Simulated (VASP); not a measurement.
Mg2Sn: relaxation of cell and atoms with PBEsol

The system is Mg2Sn.

```
Mg Sn
1.0
     0.00000    3.38015    3.38015
     3.38015    0.00000    3.38015
     3.38015    3.38015    0.00000
Mg Sn
2 1
Cartesian
  1.6901 1.6901 1.6901
  5.0702 5.0702 5.0702
  0.0000 0.0000 0.0000
```

The cell is a database's computed one.

```json
{"Program": "VASP 6.6.1", "Task": "relaxation of cell and atoms", "Functional": "PBEsol", "Potentials or basis": "VASP PAW PBE potentials, release 64 (Mg, Sn_d)", "Cutoff": "300 eV", "k mesh": "12 × 12 × 12", "Occupations": "gaussian, width 0.1 eV", "Spin": "no spin polarisation", "Further INCAR settings": "ALGO = Normal; EDIFF = 1e-07; IBRION = 2; EDIFFG = -0.005; NSW = 90; ISIF = 3"}
```

```yaml
Relaxed_volume: 25.43 Å³/atom
Relaxed_cell: a = 4.761 Å, b = 4.761 Å, c = 4.761 Å, α = 60.00°, β = 60.00°, γ = 60.00°
Space_group_after_relaxing_to_0.05_Å: Fm-3m (No. 225)
Energy_gained_by_relaxing: 0.5 meV/atom
Ionic_steps: 2
Pressure_after_relaxing: 0.0 GPa
Band_gap_on_the_k_mesh: none (metal or under the smearing width)
```

Step by step:
| step | energy change (eV) | largest force (eV/Å) | pressure (GPa) | volume (Å³) |
| --- | --- | --- | --- | --- |
| 1 | 0.0000 | 0.0000 | -0.53 | 77.24 |
| 2 | -0.0015 | 0.0000 | 0.00 | 76.30 |

Final structure:
```
Mg Sn
1.0
     0.00000    3.36639    3.36639
     3.36639    0.00000    3.36639
     3.36639    3.36639    0.00000
Mg Sn
2 1
Cartesian
  1.6832 1.6832 1.6832
  5.0496 5.0496 5.0496
  6.7328 3.3664 3.3664
```

Levels at points of the mesh, in eV from the Fermi level:
```csv
k point,band 6,band 7,band 8,band 9,band 10,band 11,band 12,band 13
"(0.00, 0.00, 0.00)",-9.15,0.02,0.02,0.02,1.45,2.21,2.21,2.21
"(0.50, 0.00, 0.00)",-7.88,-4.83,-0.81,-0.81,0.74,2.25,2.25,3.94
"(0.50, 0.50, 0.00)",-7.36,-4.60,-2.10,-2.10,-0.08,0.12,7.28,7.28
```

It took 41 s on 1 thread of AMD EPYC 9R14 (Zen 4) (shared host), peak memory 0.14 GiB.

Caveat: the PAW data sets were made with another functional, which shifts forces and pressure a little; this crystal is a semiconductor, whose small gap the functional closes, so the metal is an error of the method.
